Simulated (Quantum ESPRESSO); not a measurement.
PtSe2 in Quantum ESPRESSO: the effect of functional

PtSe2:

```
CELL_PARAMETERS angstrom
3.72400 0.00000 0.00000
-1.86200 3.22508 0.00000
0.00000 0.00000 5.06200
ATOMIC_POSITIONS crystal
Pt 0.00000 0.00000 0.00000
Se 0.33333 0.66667 0.25000
Se 0.66667 0.33333 0.75000
```

Alike in all runs:

| Item | Value |
| --- | --- |
| Program | Quantum ESPRESSO 7.5 |
| Task | phonons |
| Cutoff | 612 eV |
| Density cutoff | 4898 eV |
| k mesh | 4 × 4 × 2, shifted |
| Occupations | fermi-dirac, width 0.05 eV |
| Spin | no spin polarisation |

Each run relaxes the cell or the atoms first.

```tsv
functional	potentials or basis	relaxed volume (Å³/atom)	highest phonon frequency (cm⁻¹)
LDA	GBRV 1.5 LDA	?	?
PBEsol	GBRV 1.5 PBEsol	19.90	209
PW91	GBRV 1.5 PBE	21.93	213
BLYP	GBRV 1.5 PBE	26.42	207
AM05	GBRV 1.5 PBE	20.15	211
vdW-DF-cx	GBRV 1.5 PBE	20.05	210
```

What does the run with functional LDA give?

Relaxed volume 19.39 Å³/atom; highest phonon frequency 212 cm⁻¹.

Caveats: all runs use coarse meshes; the mesh is thin for the phonons of a metal (some runs); the layers were relaxed without a dispersion term, so their spacing and the soft interlayer modes are unreliable (some runs); the potentials were made for another functional, which shifts forces and pressure (some runs); the volume moved by over 15 % at a fixed basis, so the end points are rough (some runs); this functional lacks dispersion, which binds the layers, so the pressure and a relaxed spacing across them are unreliable, and here the layers came unbound (some runs).

Runs at the PBE level aren't shown here.
